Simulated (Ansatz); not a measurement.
# CdTe: from a guess to a relaxed structure

Aim: relax a trial structure of CdTe and see where it ends.

Computed with Ansatz 0.2.0 (DFT PBE, scalar-relativistic, plane waves, PAW, unless a step's input says otherwise).

## (1) The starting structure

Symmetry: Pm-3m, No. 221, cubic system. Conventional cell: a = 3.963 Å, b = 3.963 Å, c = 3.963 Å, α = 90.00°, β = 90.00°, γ = 90.00°. Around Cd (site symmetry m-3m) lie 8 Te at 3.43 Å. Around Te (site symmetry m-3m) lie 8 Cd at 3.43 Å.

Structure file:

```cif
data_structure
_symmetry_space_group_name_H-M 'P 1'
_symmetry_Int_Tables_number 1
_cell_length_a 3.9625
_cell_length_b 3.9625
_cell_length_c 3.9625
_cell_angle_alpha 90.000
_cell_angle_beta 90.000
_cell_angle_gamma 90.000
_cell_volume 62.22
loop_
_atom_site_label
_atom_site_type_symbol
_atom_site_fract_x
_atom_site_fract_y
_atom_site_fract_z
_atom_site_occupancy
Cd1 Cd 0.00000 0.00000 0.00000 1
Te1 Te 0.50000 0.50000 0.50000 1
```

The cell is invented: random cell by space group and Wyckoff sites (Pm-3m, No. 221). Lengths come from tabulated atomic sizes and are only a guess.

## (2) A first look at the guess

File input.yaml:

```yaml
crystal:
  lattice:
    - [3.96251648, 0.0, 0.0]
    - [0.0, 3.96251648, 0.0]
    - [0.0, 0.0, 3.96251648]
  atoms:
    - { symbol: Cd, position: [0.0, 0.0, 0.0] }
    - { symbol: Te, position: [0.5, 0.5, 0.5] }
basis:
  ecutwfc: 420
kpoints:
  mp_grid: { grid: [4, 4, 4] }
hamiltonian:
  xc: pbe
scf:
  occupations: { method: gaussian, width: 0.1 }
  lower_state_search: "off"
output:
  forces: true
  stress: true
  eigenvalues: true
```

The run is started by

```
$ ansatz run input.yaml --threads 1 --pin off --max-ram 2560MiB --backend cpu --events-out ev --progress --plain --runs-dir out
```

The session goes on with these runs: rough relaxation on the coarse mesh; full relaxation.

**Question.** What will these runs give? Wanted: conventional cell; volume; energy over the elements; gap on the mesh.

As calculated:

| quantity | value |
| --- | --- |
| symmetry at the end (tolerance 0.05 Å) | space group Pm-3m (No. 221) |
| conventional cell | a = 3.784 Å, b = 3.784 Å, c = 3.784 Å, α = 90.00°, β = 90.00°, γ = 90.00° |
| volume | 27.10 Å³/atom |
| energy over the elements | +0.08 eV/atom |
| gap on the mesh | none (metal) |

The space group Pm-3m (No. 221) is kept, and the volume per atom shrinks by 12.9 % from the first guess. The formation energy is positive, so the separate elements lie lower. No finished test with a distortion of lower symmetry is shown, so the end may be a saddle point. The runs treat Te without spin-orbit coupling.
